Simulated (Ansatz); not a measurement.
The system is Si.

```
Si
1.0
    -1.62691    1.62691    1.32033
     1.62691   -1.62691    1.32033
     1.62691    1.62691   -1.32033
Si
1
Direct
  0.00000 0.00000 0.00000
```

This isn't the form of Si at room conditions, which is diamond.

Base run:

| Item | Value |
| --- | --- |
| Program | Ansatz 0.2.0 |
| Functional | LDA |
| Potentials or basis | all-electron LAPW, scalar-relativistic |
| Cutoff | 154 eV (chosen from the basis error) |
| Basis error allowed | 0.001 eV/atom |
| k mesh | 13 × 13 × 13 |
| Occupations | gaussian, width 0.05 eV |
| Spin | no spin polarisation |

Its results: band gap on the k mesh none (metal or under the smearing width); pressure -0.2 GPa.

Problem. The run is repeated on the same cell with these changes: functional from LDA to RPBE; occupations from gaussian, width 0.05 eV to gaussian, width 0.1 eV. What comes out?

Solution. Band gap on the k mesh none (metal or under the smearing width); pressure 4.9 GPa.
